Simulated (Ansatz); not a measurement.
# How Ti stores the work of compression

Method: Ansatz 0.2.0, DFT PBE, scalar-relativistic, plane waves, PAW. Run with 420 eV cutoff, 18×18×10 k-mesh, Gaussian smearing of 0.10 eV, no spin polarisation.

Reference structure (relaxed):

```xyz
2
Lattice="2.9385 0.0000 0.0000 -1.4692 2.5448 0.0000 0.0000 0.0000 4.6506" Properties=species:S:1:pos:R:3 pbc="T T T"
Ti    0.0000    1.6965    1.1627
Ti    1.4692    0.8483    3.4880
```

Cell and atoms were relaxed at each target pressure within the start's symmetry (P6_3/mmc), at zero temperature; other phases can be more stable under pressure. H = E + PV with P the target; E is the free energy at the smearing used, whose derivative the pressure is, per atom and counted from zero pressure.

| P (GPa) | V (Å³/atom) | E − E0 (meV) | H − H0 (meV) |
| --- | --- | --- | --- |
| 0 | 17.388 | 0.0 | 0.0 |
| 3 | 16.947 | 4.1 | 321.4 |
| 8 | 16.318 | 25.5 | 840.3 |
| 15 | 15.578 | 78.0 | 1536.5 |
| 30 | 14.353 | 247.0 | 2934.4 |
| 60 | 12.672 | 708.1 | 5453.8 |

Question: Thermodynamics gives dH/dP = V along a relaxed path. Integrate V over P by the trapezoid rule and compare with the computed enthalpies.

Answer: With 1 eV/Å³ = 160.22 GPa, each step adds the mean volume times ΔP / 160.22:
```
P (GPa)  ∫V dP (meV) H − H0 (meV) difference (meV)
      3        321.5         321.4               0.0
      8        840.5         840.3               0.3
     15       1537.3        1536.5               0.8
     30       2938.4        2934.4               4.0
     60       5468.5        5453.8              14.8
```

V(P) curves upward, so the trapezoid rule runs high; integrating a smooth curve through the same points puts that excess at about 15.3 meV at 60 GPa, against the 14.8 meV found.

Question: At 60 GPa, how much of the enthalpy change is stored energy and how much is the PV term?

Answer: E rises by 708 meV/atom and PV is 60 × 12.672 / 160.22 = 4746 meV/atom, so PV makes 87 % of ΔH. So between rival structures at high pressure a small difference in volume can outweigh the difference in energy: 1 % of this volume is worth 47.5 meV/atom at this pressure.

Question: What bulk modulus do the lowest pressures give?

Answer: From the pressures that the runs reached, -2.99 GPa (17.886 Å³) and 3.03 GPa (16.947 Å³), B = −ΔP/Δln V = 6.02 / 0.0540 = 112 GPa, a mean over that range.